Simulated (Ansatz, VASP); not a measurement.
# One calculation of CuO2, two programs

```
Cu O
1.0
     0.00000    2.38448    2.38448
     2.38448    0.00000    2.38448
     2.38448    2.38448    0.00000
Cu O
1 2
Direct
  0.00000 0.00000 0.00000
  0.25000 0.25000 0.25000
  0.75000 0.75000 0.75000
```

Alike in both runs: task single point; functional PBEsol; k mesh 16 × 16 × 16; occupations gaussian, width 0.1 eV; no spin polarisation.

|  | VASP | Ansatz |
| --- | --- | --- |
| version | VASP 6.6.1 | Ansatz 0.2.0 |
| potentials or method | VASP PAW PBE potentials, release 64 (Cu, O) | scalar-relativistic, plane waves, PAW |
| plane-wave cutoff (eV) | 520 | 420 |
| valence electrons in the cell | 23 | 31 |

```tsv
	VASP	Ansatz	Ansatz less VASP
gap on the k mesh at the Fermi level (eV)	none	none	-
pressure (GPa)	-1.3	-1.6	-0.33
```

A gap of «none» marks a metal or a gap that the smearing closes. With one functional, cell and mesh, what is left measures potentials, basis and numerics. The two sets of potentials don't hold the same shells in valence.

Caveats: the PAW data sets were made with another functional, which shifts forces and pressure a little (VASP); an odd number of electrons without spin polarisation forces a metal; a magnetic or distorted state may lie lower; the run has no spin polarisation, though such a crystal can be magnetic; semilocal functionals often make such compounds metallic where correlation or magnetic order opens a gap, which also shifts bond lengths.
